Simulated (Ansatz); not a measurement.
# Clamped-ion strain scan in KI

All numbers below come from DFT PBE, scalar-relativistic, plane waves, PAW (Ansatz). Settings: plane waves to 420 eV, k-mesh 6×6×6 (Γ-centred), Gaussian smearing 0.05 eV. Spin–orbit coupling is left out, which matters for the heavy elements here. No spin polarisation. Energies are free energies at this smearing, counted from the undisturbed cell; pressure is positive in compression.

The starting cell (as given, not relaxed at this level; it stands at 0.7 GPa):

```
K I
1.0
     0.00000    3.52455    3.52455
     3.52455    0.00000    3.52455
     3.52455    3.52455    0.00000
K I
1 1
Cartesian
  0.0000 0.0000 0.0000
  3.5246 3.5246 3.5246
```

The cell is strained by ε times the Voigt pattern (0, 1, 0, 0, 0, 0) (xx, yy, zz, yz, xz, xy; engineering shear) with fractional coordinates fixed.

```
      ε  ΔE (meV/atom) stress summed along the pattern (GPa, tension positive) pressure (GPa) gap on the mesh (eV)
-0.0400           15.9                                                    -2.37             1.4                  4.06
-0.0300           10.1                                                    -1.86             1.2                  4.05
-0.0200            5.6                                                    -1.41             1.0                  4.03
-0.0100            2.3                                                    -1.02             0.8                  4.00
 0.0000            0.0                                                    -0.68             0.7                  3.98
 0.0100           -1.4                                                    -0.38             0.6                  3.96
 0.0200           -2.1                                                    -0.12             0.4                  3.94
 0.0300           -2.1                                                     0.11             0.3                  3.91
 0.0350           -1.9                                                     0.21             0.3                  3.90
 0.0400           -1.6                                                     0.30             0.2                  3.89
```